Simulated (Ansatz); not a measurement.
# Ni, simple cubic: how the functional moves the structure

All rows: Ansatz, plane waves with scalar-relativistic PAW, 420 eV (500 eV for the SCAN forms), relaxed under each functional, no dispersion correction, no zero-point motion. B₀ comes from uniform scaling at fixed shape; a dash is a value not given.

| functional | V (Å³/atom) | cell | B₀ (GPa) | magnetic state | ΔE to fcc (meV/atom) |
| --- | --- | --- | --- | --- | --- |
| PBE | 12.62 | a = 2.328 Å | 137 | ferromagnetic, net 0.56 μB per atom | 710 |
| m-r²SCAN | 12.05 | a = 2.293 Å | 166 | ferromagnetic, net 0.40 μB per atom | 759 |
| PBEsol | 11.98 | a = 2.288 Å | 164 | ferromagnetic, net 0.52 μB per atom | 773 |
| revPBE | 12.93 | a = 2.347 Å | 123 | ferromagnetic, net 0.62 μB per atom | 694 |
| RPBE | 13.06 | a = 2.355 Å | 119 | ferromagnetic, net 0.64 μB per atom | 687 |
| BLYP | 13.28 | a = 2.368 Å | 117 | ferromagnetic, net 0.53 μB per atom | 539 |

PBEsol gives the smallest volume and BLYP the largest.

m-r²SCAN is r²SCAN on the gauge-invariant kinetic-energy density; without spin polarisation the two are equal.
